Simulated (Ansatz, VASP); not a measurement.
One calculation of Sb, two programs

```
Sb
1.0
     3.33202    0.00000    0.00000
    -1.66601    2.88561    0.00000
     0.00000    0.00000    5.43345
Sb
2
Cartesian
  1.6660 0.9619 4.0751
  0.0000 1.9237 1.3584
```

Change from the starting cell: volume scaled by 0.98.

Alike in both runs: task single point; functional PBE; k mesh 9 × 9 × 5; occupations fermi-dirac, width 0.05 eV; no spin polarisation.

|  | VASP | Ansatz |
| --- | --- | --- |
| version | VASP 6.6.1 | Ansatz 0.2.0 |
| potentials or method | VASP PAW PBE potentials, release 64 (Sb) | Ansatz PAW |
| plane-wave cutoff (eV) | 520 | 420 |
| valence electrons in the cell | 10 | 30 |

|  | VASP | Ansatz | Ansatz less VASP |
| --- | --- | --- | --- |
| gap on the k mesh at the Fermi level (eV) | none | none | - |
| pressure (GPa) | 2.7 | 2.8 | +0.15 |
| largest component of the traceless stress (GPa) | 0.10 | 0.10 | +0.004 |

A gap of «none» marks a metal or a gap that the smearing closes. The two sets of potentials don't hold the same shells in valence.

The runs have no spin-orbit coupling, so splittings on Sb are missing.
